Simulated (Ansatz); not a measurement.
**KCl: band gap under strain**

How does strain move the band edges of the published phase of KCl, and do the functionals agree on it? States: -5.5 % strain along x alone; +5.9 % equal strain in all directions.

Code: Ansatz 0.2.0. PAW datasets, plane waves. The values are computed, spin-unpolarised, and not measurements.

## (1) The system as given

The unstrained cell was relaxed with r2SCAN; in each strained cell the atoms were relaxed again with r2SCAN. Names of k-points are those of the unstrained zone, where strain can split equivalent points. First state: -5.5 % strain along x alone.

Space group P4/mmm (No. 123), tetragonal; conventional cell a = 3.771 Å, c = 3.565 Å, 25.34 Å³ an atom. K has 8 Cl at 3.21 Å and 2 K at 3.56 Å; Cl has 8 K at 3.21 Å and 2 Cl at 3.56 Å.

As a file:

```cif
data_structure
_symmetry_space_group_name_H-M 'P4/mmm'
_symmetry_Int_Tables_number 123
_cell_length_a 3.7708
_cell_length_b 3.7708
_cell_length_c 3.5649
_cell_angle_alpha 90.000
_cell_angle_beta 90.000
_cell_angle_gamma 90.000
_cell_volume 50.69
loop_
_atom_site_label
_atom_site_type_symbol
_atom_site_symmetry_multiplicity
_atom_site_Wyckoff_symbol
_atom_site_fract_x
_atom_site_fract_y
_atom_site_fract_z
_atom_site_occupancy
K1 K 1 a 0.00000 0.00000 0.00000 1
Cl1 Cl 1 d 0.50000 0.50000 0.50000 1
```

## (2) -5.5 % strain along x alone: PBE

input.yaml reads:

```yaml
crystal:
  lattice:
    - [3.564922444, 0.0, 0.0]
    - [0.0, 3.7708085932, 0.0]
    - [0.0, 0.0, 3.7708085932]
  atoms:
    - { symbol: K, position: [0.0, 0.0, 0.0] }
    - { symbol: Cl, position: [0.5, 0.5, 0.5] }
kpoints:
  mp_grid: { grid: [8, 8, 8] }
  band_path:
    path:
      - [0.0, 0.0, 0.0]
      - [0.0, 0.5, 0.0]
      - [0.5, 0.5, 0.0]
      - [0.5, 0.5, 0.5]
      - [0.0, 0.5, 0.5]
    npoints: 1
hamiltonian:
  xc: pbe
scf:
  occupations: { method: fermi_dirac, width: 0.02 }
  n_extra_bands: 4
output:
  forces: true
  stress: true
  eigenvalues: true
```

Command:

```sh
ansatz run input.yaml --threads 4 --pin off --max-ram 3686MiB --backend cpu --events-out ev --progress --plain --runs-dir out
```

The runs that follow: -5.5 % strain along x alone: r2SCAN; -5.5 % strain along x alone: HSE06; +5.9 % equal strain in all directions: PBE; +5.9 % equal strain in all directions: r2SCAN; +5.9 % equal strain in all directions: HSE06.

What does the calculation give?

The runs gave:

Least gap in eV (negative: overlap):

```
                                state   PBE  r2SCAN  HSE06
          -5.5 % strain along x alone  5.05    5.82   6.39
+5.9 % equal strain in all directions  4.35    5.07   5.63
```

What this shows: Where both were run, the HSE06 gap lies +1.29 to +1.35 eV from PBE's, each on its own k points. In PBE the gap is least under +5.9 % equal strain in all directions (4.35 eV) and largest under -5.5 % strain along x alone (5.05 eV).
